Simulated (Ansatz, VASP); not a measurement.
**Two plane-wave programs on Si**

File POSCAR:

```
Si
1.0
    0.0000000000      2.6600304397      2.6600304397
    2.6600304397      0.0000000000      2.6600304397
    2.6600304397      2.6600304397      0.0000000000
Si
2
Direct
    0.0000000000      0.0000000000      0.0000000000
    0.2500000000      0.2500000000      0.2500000000
```

File INCAR.step1:

```
PREC     = Accurate       # precision mode
ENCUT    = 520            # plane-wave cutoff, eV
EDIFF    = 1E-5           # SCF threshold, eV
ISMEAR   = -1             # smearing method
SIGMA    = 0.05           # smearing width, eV
LREAL    = False          # projectors in reciprocal space
LASPH    = True           # aspherical terms in the spheres
NELM     = 60             # most SCF steps
ALGO     = Normal         # electronic algorithm
ISIF     = 2              # what is computed and relaxed
LWAVE    = True           # write WAVECAR
LCHARG   = False          # write CHGCAR
GGA      = PE             # functional
NBANDS   = 11             # bands
```

INCAR.step2

```
PREC     = Accurate       # precision mode
ENCUT    = 520            # plane-wave cutoff, eV
EDIFF    = 1E-7           # SCF threshold, eV
ISMEAR   = -1             # smearing method
SIGMA    = 0.05           # smearing width, eV
LREAL    = False          # projectors in reciprocal space
LASPH    = True           # aspherical terms in the spheres
NELM     = 60             # most SCF steps
ALGO     = Normal         # electronic algorithm
ISIF     = 2              # what is computed and relaxed
LWAVE    = False          # write WAVECAR
LCHARG   = False          # write CHGCAR
GGA      = PE             # functional
LHFCALC  = True           # exact exchange
HFSCREEN = 0.2079         # screening, 1/A
PRECFOCK = Normal       
ISTART   = 1            
NBANDS   = 11             # bands
```

Contents of KPOINTS:

```
regular mesh
0
Gamma
  4 4 4
```

Input for Ansatz:

```yaml
crystal:
  lattice:
    - [0.0, 2.660030439709, 2.660030439709]
    - [2.660030439709, 0.0, 2.660030439709]
    - [2.660030439709, 2.660030439709, 0.0]
  atoms:
    - { symbol: Si, position: [0.0, 0.0, 0.0] }
    - { symbol: Si, position: [0.25, 0.25, 0.25] }
kpoints:
  mp_grid: { grid: [4, 4, 4] }
hamiltonian:
  xc: hse06
  pseudopotentials: { kind: paw }
scf:
  occupations: { method: fermi_dirac, width: 0.05 }
output:
  forces: true
  stress: true
  eigenvalues: true
```

Alike in both runs: task single point; functional HSE06; k mesh 4 × 4 × 4; occupations fermi-dirac, width 0.05 eV; no spin polarisation.

```csv
,VASP,Ansatz
version,VASP 6.6.1,Ansatz 0.2.0 development build
potentials or method,"VASP PAW PBE potentials, release 64 (Si)","plane waves, PAW datasets (generated soft set 1)"
plane-wave cutoff (eV),520,420
valence electrons in the cell,8,8
```

|  | VASP | Ansatz | Ansatz less VASP |
| --- | --- | --- | --- |
| gap on the k mesh at the Fermi level (eV) | 1.20 | 1.18 | -0.013 |

Ansatz warned: «stress_exchange_threshold_loose».

Caveats: the k mesh is coarse (spacing up to 0.51 Å⁻¹), so the values aren't converged, least of all with exact exchange. A k mesh can miss the band edges.
